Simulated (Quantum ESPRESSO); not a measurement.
# LiCl (Fm-3m) in Quantum ESPRESSO: further runs, part 2 of 2

Quantum ESPRESSO 7.5.

### Step 3. Dielectric tensor, BLYP

Contents of pw.in:

```
&CONTROL
  calculation = 'scf'
  prefix = 'pwscf'
  outdir = './tmp'
  pseudo_dir = './pseudo'
  tprnfor = .true.
  tstress = .true.
  disk_io = 'low'
/
&SYSTEM
  ibrav = 0
  nat = 2
  ntyp = 2
  ecutwfc = 74
  nbnd = 10
  input_dft = 'blyp'
  occupations = 'smearing'
  smearing = 'fd'
  degauss = 0.00367493
/
&ELECTRONS
  conv_thr = 4d-10
  electron_maxstep = 120
  mixing_beta = 0.5
/
ATOMIC_SPECIES
Cl    35.4500 Cl.upf
Li     6.9400 Li.upf
CELL_PARAMETERS bohr
   0.0000000000    4.8467128727    4.8467128727
   4.8467128727    0.0000000000    4.8467128727
   4.8467128727    4.8467128727    0.0000000000
ATOMIC_POSITIONS bohr
Cl     4.8467128727    4.8467128727    4.8467128727
Li     0.0000000000    0.0000000000    0.0000000000
K_POINTS automatic
6 6 6 1 1 1
```

Contents of scf2.in:

```
&CONTROL
  calculation = 'scf'
  prefix = 'pwscf'
  outdir = './tmp'
  pseudo_dir = './pseudo'
  tprnfor = .true.
  tstress = .true.
  disk_io = 'low'
/
&SYSTEM
  ibrav = 0
  nat = 2
  ntyp = 2
  ecutwfc = 74
  nbnd = 10
  input_dft = 'blyp'
  occupations = 'fixed'
/
&ELECTRONS
  conv_thr = 1d-13
  electron_maxstep = 120
  mixing_beta = 0.5
  startingpot = 'file'
  startingwfc = 'file'
/
ATOMIC_SPECIES
Cl    35.4500 Cl.upf
Li     6.9400 Li.upf
CELL_PARAMETERS bohr
   0.0000000000    4.8467128727    4.8467128727
   4.8467128727    0.0000000000    4.8467128727
   4.8467128727    4.8467128727    0.0000000000
ATOMIC_POSITIONS bohr
Cl     4.8467128727    4.8467128727    4.8467128727
Li     0.0000000000    0.0000000000    0.0000000000
K_POINTS automatic
6 6 6 1 1 1
```

Contents of ph.in:

```
dielectric of LiCl
&INPUTPH
  prefix = 'pwscf'
  outdir = './tmp'
  tr2_ph = 1d-18
  fildyn = 'dyn'
  niter_ph = 90
  alpha_mix(1) = 0.7
  epsil = .true.
  trans = .false.
  zeu = .true.
/
0.0000000000 0.0000000000 0.0000000000
```

Potentials or basis: PseudoDojo 0.4.1 SR PBE standard.

Command:

```
$ OMP_NUM_THREADS=1 pw.x -in pw.in > pw.out
$ OMP_NUM_THREADS=1 pw.x -in scf2.in > scf2.out
$ OMP_NUM_THREADS=1 ph.x -in ph.in > ph.out
```

pw.out:

```text
This program is part of the open-source Quantum ESPRESSO suite
     for quantum simulation of materials; please cite
         "P. Giannozzi et al., J. Phys.:Condens. Matter 21 395502 (2009);
         "P. Giannozzi et al., J. Phys.:Condens. Matter 29 465901 (2017);
         "P. Giannozzi et al., J. Chem. Phys. 152 154105 (2020);
     in publications or presentations arising from this work. More details at

     IMPORTANT: XC functional enforced from input :
     Exchange-correlation= BLYP
                           (   1   3   1   3   0   0   0)
     Any further DFT definition will be discarded
     Please, verify this is what you really want

     Message from routine setup:
     using ibrav=0 with symmetry is DISCOURAGED, use correct ibrav instead

     G-vector sticks info
     --------------------
     sticks:   dense  smooth     PW     G-vecs:    dense   smooth      PW
     Sum         955     955    295                19603    19603    3287

     Using Slab Decomposition

     bravais-lattice index     =            0
     lattice parameter (alat)  =       6.8543  a.u.
     unit-cell volume          =     227.7046 (a.u.)^3
     number of atoms/cell      =            2
     number of atomic types    =            2
     number of electrons       =        10.00
     number of Kohn-Sham states=           10
     kinetic-energy cutoff     =      74.0000  Ry
     charge density cutoff     =     296.0000  Ry
     scf convergence threshold =      4.0E-10
     mixing beta               =       0.5000
     number of iterations used =            8  plain     mixing
     Exchange-correlation= BLYP
                           (   1   3   1   3   0   0   0)

     celldm(1)=   6.854287  celldm(2)=   0.000000  celldm(3)=   0.000000
     celldm(4)=   0.000000  celldm(5)=   0.000000  celldm(6)=   0.000000

     crystal axes: (cart. coord. in units of alat)
               a(1) = (   0.000000   0.707107   0.707107 )
               a(2) = (   0.707107   0.000000   0.707107 )
               a(3) = (   0.707107   0.707107   0.000000 )

     reciprocal axes: (cart. coord. in units 2 pi/alat)
               b(1) = ( -0.707107  0.707107  0.707107 )
               b(2) = (  0.707107 -0.707107  0.707107 )
               b(3) = (  0.707107  0.707107 -0.707107 )

     PseudoPot. # 1 for Cl read from file:
     Cl.upf
     Pseudo is Norm-conserving + core correction, Zval =  7.0
     Generated using ONCVPSP code by D. R. Hamann
     Using radial grid of 1028 points,  6 beta functions with:
                l(1) =   0
                l(2) =   0
                l(3) =   1
                l(4) =   1
                l(5) =   2
                l(6) =   2

     PseudoPot. # 2 for Li read from file:
     Li.upf
     Pseudo is Norm-conserving, Zval =  3.0
     Generated using ONCVPSP code by D. R. Hamann
     Using radial grid of 1944 points,  4 beta functions with:
                l(1) =   0
                l(2) =   0
                l(3) =   1
                l(4) =   1

     atomic species   valence    mass     pseudopotential
     Cl                7.00    35.45000     Cl( 1.00)
     Li                3.00     6.94000     Li( 1.00)

     48 Sym. Ops., with inversion, found

   Cartesian axes

     site n.     atom                  positions (alat units)
         1        Cl     tau(   1) = (   0.7071068   0.7071068   0.7071068  )
         2        Li     tau(   2) = (   0.0000000   0.0000000   0.0000000  )

     number of k points=    28  Fermi-Dirac smearing, width (Ry)=  0.0037
                       cart. coord. in units 2pi/alat
        k(    1) = (   0.0589256   0.0589256   0.0589256), wk =   0.0185185
        k(    2) = (   0.1767767   0.1767767  -0.0589256), wk =   0.0555556
        k(    3) = (   0.2946278   0.2946278  -0.1767767), wk =   0.0555556
        k(    4) = (  -0.2946278  -0.2946278   0.4124790), wk =   0.0555556
        k(    5) = (  -0.1767767  -0.1767767   0.2946278), wk =   0.0555556
        k(    6) = (  -0.0589256  -0.0589256   0.1767767), wk =   0.0555556
[... 20 lines left out ...]
        k(   27) = (   0.2946278   0.2946278   0.2946278), wk =   0.0185185
        k(   28) = (  -0.2946278  -0.2946278   0.8838835), wk =   0.0555556

     Dense  grid:    19603 G-vectors     FFT dimensions: (  40,  40,  40)

     Initial potential from superposition of free atoms

     starting charge       9.9954, renormalised to      10.0000
     Starting wfcs are    6 randomized atomic wfcs +    4 random wfcs

     Self-consistent Calculation

     iteration #  1     ecut=    74.00 Ry     beta= 0.50
     Davidson diagonalization with overlap
     ethr =  1.00E-02,  avg # of iterations =  6.5

     Threshold (ethr) on eigenvalues was too large:
     Diagonalizing with lowered threshold

     Davidson diagonalization with overlap
     ethr =  2.58E-04,  avg # of iterations =  2.5

     total energy              =     -47.40879469 Ry
     estimated scf accuracy    <       0.02514832 Ry

     iteration #  2     ecut=    74.00 Ry     beta= 0.50
     Davidson diagonalization with overlap
     ethr =  2.51E-04,  avg # of iterations =  2.0
[... 29 lines left out ...]
     total energy              =     -47.41356265 Ry
     estimated scf accuracy    <          7.3E-09 Ry

     iteration #  7     ecut=    74.00 Ry     beta= 0.50
     Davidson diagonalization with overlap
     ethr =  7.31E-11,  avg # of iterations =  2.0

     End of self-consistent calculation

          k = 0.0589 0.0589 0.0589 (  2442 PWs)   bands (ev):

   -41.9075 -11.3509   1.7573   1.9842   1.9842   8.6994  13.4507  13.8757
    13.8757  15.2159

          k = 0.1768 0.1768-0.0589 (  2464 PWs)   bands (ev):

   -41.9067 -11.1871   0.8839   1.6803   1.9794   9.4581  12.6147  12.9875
    13.2230  14.6575

          k = 0.2946 0.2946-0.1768 (  2447 PWs)   bands (ev):

   -41.9055 -10.9119  -0.3304   1.5186   1.8273   9.3624  11.7856  11.9001
    13.8889  16.6387

          k =-0.2946-0.2946 0.4125 (  2447 PWs)   bands (ev):

   -41.9050 -10.8077  -0.7187   1.5609   1.6842   9.1672  11.3837  11.6609
    14.8086  17.9875

          k =-0.1768-0.1768 0.2946 (  2457 PWs)   bands (ev):
[... 6 lines left out ...]
   -41.9071 -11.2643   1.3284   1.8305   1.8937   9.2279  12.8532  13.2839
    13.7825  14.2516

          k = 0.2946 0.0589 0.0589 (  2461 PWs)   bands (ev):

   -41.9063 -11.1054   0.7453   1.5776   1.6032  10.1535  12.0138  12.0920
    13.9401  14.5040

          k = 0.4125 0.1768-0.0589 (  2443 PWs)   bands (ev):

   -41.9053 -10.8698  -0.0405   1.0539   1.4818  10.6677  11.4064  11.9490
    13.6768  15.5048

          k =-0.1768-0.4125 0.5303 (  2442 PWs)   bands (ev):

   -41.9047 -10.7089  -0.5016   0.7198   1.4127  10.2608  11.3903  12.5632
    13.7280  17.0850

          k =-0.0589-0.2946 0.4125 (  2448 PWs)   bands (ev):

   -41.9050 -10.8046  -0.1871   0.7153   1.6246  10.3985  11.5940  12.3022
    13.2517  16.2268

          k = 0.0589-0.1768 0.2946 (  2459 PWs)   bands (ev):

   -41.9061 -11.0459   0.3997   1.3918   1.8200  10.0112  11.9860  12.2994
    13.2733  15.0152

          k = 0.5303 0.0589 0.0589 (  2440 PWs)   bands (ev):

   -41.9047 -10.7159  -0.4387   0.9767   1.0809  10.2380  10.8739  13.1377
    14.9792  15.6728

          k =-0.0589-0.5303 0.6482 (  2444 PWs)   bands (ev):

   -41.9043 -10.6016  -0.5961   0.5432   1.0062  10.2944  11.2523  13.5372
    14.2976  16.3561

          k = 0.0589-0.4125 0.5303 (  2445 PWs)   bands (ev):

   -41.9045 -10.6501  -0.2704   0.1713   1.2983  10.4377  12.0665  12.9404
    13.1696  16.8156

          k = 0.1768-0.2946 0.4125 (  2445 PWs)   bands (ev):

   -41.9050 -10.8062  -0.5165   1.2103   1.6381   9.7137  11.3921  12.0988
    14.0066  17.0555

          k =-0.6482 0.0589 0.0589 (  2450 PWs)   bands (ev):

   -41.9043 -10.5980  -0.7631   0.8249   0.9574   9.9928  10.6144  14.2446
    15.4872  16.0523

          k =-0.5303 0.1768-0.0589 (  2441 PWs)   bands (ev):

   -41.9047 -10.7039  -0.3917   0.7380   1.1714  10.4952  11.4087  12.4458
    14.1923  16.0507

          k =-0.4125 0.0589 0.0589 (  2452 PWs)   bands (ev):

   -41.9055 -10.9057   0.1126   1.2569   1.3040  10.6596  11.3711  11.8822
    14.3754  15.0375

          k = 0.1768 0.1768 0.1768 (  2451 PWs)   bands (ev):

   -41.9064 -11.1201   0.4453   1.8699   1.8699   9.3374  12.6227  12.6227
    13.0535  15.7718

          k = 0.2946 0.2946 0.0589 (  2449 PWs)   bands (ev):
[... 21 lines left out ...]
   -41.9046 -10.6807  -0.2990   0.3894   1.2736  11.0442  11.3333  12.3440
    13.5906  16.7307

          k =-0.0589-0.2946 0.6482 (  2446 PWs)   bands (ev):

   -41.9043 -10.6051  -0.2929   0.1501   1.0335  11.0242  11.9921  12.4575
    13.2907  17.1039

          k =-0.7660 0.1768 0.1768 (  2439 PWs)   bands (ev):

   -41.9044 -10.6203  -0.4549   0.3091   1.1949  10.1354  11.9654  13.4224
    13.6134  16.1164

          k = 0.2946 0.2946 0.2946 (  2449 PWs)   bands (ev):

   -41.9053 -10.8649  -0.6231   1.7656   1.7656   8.9596  11.5790  11.5790
    14.7043  17.9953

          k =-0.2946-0.2946 0.8839 (  2444 PWs)   bands (ev):

   -41.9048 -10.7556  -0.5910   1.0062   1.6061   9.7754  11.5043  11.9940
    14.2472  17.9221

     the Fermi energy is     3.2696 ev

!    total energy              =     -47.41356265 Ry
     estimated scf accuracy    <          2.9E-10 Ry
     smearing contrib. (-TS)   =      -0.00000000 Ry
     internal energy E=F+TS    =     -47.41356265 Ry

     The total energy is F=E-TS. E is the sum of the following terms:
     one-electron contribution =     -10.51457898 Ry
     hartree contribution      =       7.63253220 Ry
     xc contribution           =     -12.37665239 Ry
     ewald contribution        =     -32.15486348 Ry

     convergence has been achieved in   7 iterations

     Forces acting on atoms (cartesian axes, Ry/au):

     atom    1 type  1   force =     0.00000000    0.00000000   -0.00000000
     atom    2 type  2   force =    -0.00000000   -0.00000000    0.00000000

     Total force =     0.000000     Total SCF correction =     0.000000

     Computing stress (Cartesian axis) and pressure

          total   stress  (Ry/bohr**3)                   (kbar)     P=       20.23
   0.00013750   0.00000000   0.00000000           20.23        0.00        0.00
   0.00000000   0.00013750   0.00000000            0.00       20.23        0.00
   0.00000000   0.00000000   0.00013750            0.00        0.00       20.23

=------------------------------------------------------------------------------=
   JOB DONE.
=------------------------------------------------------------------------------=
```

It took 99 s on 1 thread of Intel Xeon Platinum 8375C at 2.90GHz (Ice Lake), shared host; peak memory 0.07 GiB.

Results:

| Property | Result |
| --- | --- |
| Free energy | -645.0944 eV |
| Pressure | 2.0 GPa |
| Electronic dielectric tensor (diagonal) | 2.92 |
| Born charges (mean of the diagonal) | Cl -1.19; Li +1.19 e |

Electronic dielectric tensor:
```
2.92 0.00 0.00
0.00 2.92 0.00
0.00 0.00 2.92
```

Born effective charge tensors (e):
atom 1, Cl
```
-1.19  0.00  0.00
 0.00 -1.19  0.00
 0.00  0.00 -1.19
```
atom 2, Li
```
1.19 0.00 0.00
0.00 1.19 0.00
0.00 0.00 1.19
```

Caveat: the potentials were made for another functional, which shifts forces and pressure.

### Step 4. Dielectric tensor, AM05

Edit pw.in of step 3 so:

```diff
@@ -15,3 +15,3 @@
   nbnd = 10
-  input_dft = 'blyp'
+  input_dft = 'XC-000I-000I-120L-135L-000I-000I'
   occupations = 'smearing'
```

Edit scf2.in of step 3 so:

```diff
@@ -15,3 +15,3 @@
   nbnd = 10
-  input_dft = 'blyp'
+  input_dft = 'XC-000I-000I-120L-135L-000I-000I'
   occupations = 'fixed'
```

ph.in is that of step 3.

Potentials or basis: PseudoDojo 0.4.1 SR PBE standard.

Command:

```
$ OMP_NUM_THREADS=1 pw.x -in pw.in > pw.out
$ OMP_NUM_THREADS=1 pw.x -in scf2.in > scf2.out
$ OMP_NUM_THREADS=1 ph.x -in ph.in > ph.out
```

pw.out:

```text
This program is part of the open-source Quantum ESPRESSO suite
     for quantum simulation of materials; please cite
         "P. Giannozzi et al., J. Phys.:Condens. Matter 21 395502 (2009);
         "P. Giannozzi et al., J. Phys.:Condens. Matter 29 465901 (2017);
         "P. Giannozzi et al., J. Chem. Phys. 152 154105 (2020);
     in publications or presentations arising from this work. More details at

     IMPORTANT: XC functional enforced from input :
     Exchange-correlation= XC-000I-000I-120L-135L-000I-000I
                           (   0   0 120 135   0   0   0)
     Any further DFT definition will be discarded
     Please, verify this is what you really want

     Message from routine setup:
     using ibrav=0 with symmetry is DISCOURAGED, use correct ibrav instead

     G-vector sticks info
     --------------------
     sticks:   dense  smooth     PW     G-vecs:    dense   smooth      PW
     Sum         955     955    295                19603    19603    3287

     Using Slab Decomposition

     bravais-lattice index     =            0
[... 250 lines left out ...]
    15.2001  15.7554

          k =-0.5303 0.1768-0.0589 (  2441 PWs)   bands (ev):

   -41.1067 -11.0023  -0.7443   0.4154   0.8604  10.1112  10.9221  12.0131
    13.8673  15.7259

          k =-0.4125 0.0589 0.0589 (  2452 PWs)   bands (ev):
[... 51 lines left out ...]
   -41.1068 -11.0548  -0.9429   0.6824   1.2996   9.3057  11.1518  11.6961
    13.7821  17.6410

     the Fermi energy is     3.2299 ev

!    total energy              =     -47.20383252 Ry
     estimated scf accuracy    <          1.3E-10 Ry
     smearing contrib. (-TS)   =      -0.00000000 Ry
     internal energy E=F+TS    =     -47.20383252 Ry

     The total energy is F=E-TS. E is the sum of the following terms:
     one-electron contribution =     -10.46895853 Ry
     hartree contribution      =       7.55695528 Ry
     xc contribution           =     -12.13696579 Ry
     ewald contribution        =     -32.15486348 Ry

     convergence has been achieved in   8 iterations

     Forces acting on atoms (cartesian axes, Ry/au):

     atom    1 type  1   force =     0.00000000    0.00000000   -0.00000000
     atom    2 type  2   force =     0.00000000    0.00000000   -0.00000000

     Total force =     0.000000     Total SCF correction =     0.000000

     Computing stress (Cartesian axis) and pressure

          total   stress  (Ry/bohr**3)                   (kbar)     P=       -1.39
  -0.00000946  -0.00000000   0.00000000           -1.39       -0.00        0.00
   0.00000000  -0.00000946   0.00000000            0.00       -1.39        0.00
  -0.00000000   0.00000000  -0.00000946           -0.00        0.00       -1.39

=------------------------------------------------------------------------------=
   JOB DONE.
=------------------------------------------------------------------------------=
```

scf2.out:

```text
This program is part of the open-source Quantum ESPRESSO suite
     for quantum simulation of materials; please cite
         "P. Giannozzi et al., J. Phys.:Condens. Matter 21 395502 (2009);
         "P. Giannozzi et al., J. Phys.:Condens. Matter 29 465901 (2017);
         "P. Giannozzi et al., J. Chem. Phys. 152 154105 (2020);
[... 312 lines left out ...]
  -0.00000000  -0.00000957   0.00000000           -0.00       -1.41        0.00
   0.00000000   0.00000000  -0.00000957            0.00        0.00       -1.41

=------------------------------------------------------------------------------=
   JOB DONE.
=------------------------------------------------------------------------------=
```

ph.out:

```text
This program is part of the open-source Quantum ESPRESSO suite
     for quantum simulation of materials; please cite
         "P. Giannozzi et al., J. Phys.:Condens. Matter 21 395502 (2009);
         "P. Giannozzi et al., J. Phys.:Condens. Matter 29 465901 (2017);
         "P. Giannozzi et al., J. Chem. Phys. 152 154105 (2020);
     in publications or presentations arising from this work. More details at

     WARNING: libxc functional with ID  120 depends
[... 195 lines left out ...]
      E*z (        0.00000        0.00000        1.18423 )

     INITIALIZATION:

     DIELECTRIC CONSTANT AND EFFECTIVE CHARGES:

      Additional routines

=------------------------------------------------------------------------------=
   JOB DONE.
=------------------------------------------------------------------------------=
```

Wall time 91 s (1 thread of Intel Xeon Platinum 8375C at 2.90GHz (Ice Lake), shared host); peak memory 0.07 GiB.

What came out:

| Quantity | Value |
| --- | --- |
| Free energy | -642.2409 eV |
| Pressure | -0.1 GPa |
| Electronic dielectric tensor (diagonal) | 2.98 |
| Born charges (mean of the diagonal) | Cl -1.18; Li +1.18 e |

Levels at points of the mesh, in eV from the valence-band top:
```csv
k point,band 1,band 2,band 3,band 4,band 5,band 6,band 7,band 8,band 9,band 10
"(0.08, 0.08, 0.08)",-42.80,-13.35,-0.23,0.00,0.00,6.52,11.33,11.79,11.79,13.25
```

Electronic dielectric tensor:
```
2.98 0.00 0.00
0.00 2.98 0.00
0.00 0.00 2.98
```

Born effective charge tensors (e):
atom 1, Cl
```
-1.18  0.00  0.00
 0.00 -1.18  0.00
 0.00  0.00 -1.18
```
atom 2, Li
```
1.18 0.00 0.00
0.00 1.18 0.00
0.00 0.00 1.18
```

Caveat: the potentials were made for another functional, which shifts forces and pressure.

### Step 5. The runs side by side

```csv
level,pressure (GPa)
WC,-1.1
BLYP,2.0
AM05,-0.1
```

Alike in all rows: task dielectric tensor; potentials or basis PseudoDojo 0.4.1 SR PBE standard; no spin polarisation; cell as given; k mesh 6 × 6 × 6, shifted; cutoff (eV) 1007; smearing fermi-dirac 0.05 eV.

The pressure there spans -1.1 GPa (WC) to 2.0 GPa (BLYP); a positive pressure means that this level wants a larger cell, a negative one a smaller.

Caveats: the potentials were made for another functional, which shifts forces and pressure.

Total energies depend on the potentials used, so only differences within one code and one set of settings carry meaning.

### Step 6. How close it comes

Step 2. Measured high-frequency dielectric constant of LiCl: 2.75 (a printed reference work, monograph). This calculation gives 3.02 (+9.7 %).

Step 3. Against the measured high-frequency dielectric constant of LiCl, 2.75 (a printed reference work, monograph), the calculated 2.92 is off by +6.1 %.

Step 4. Measured high-frequency dielectric constant of LiCl: 2.75 (a printed reference work, monograph). This calculation gives 2.98 (+8.5 %).
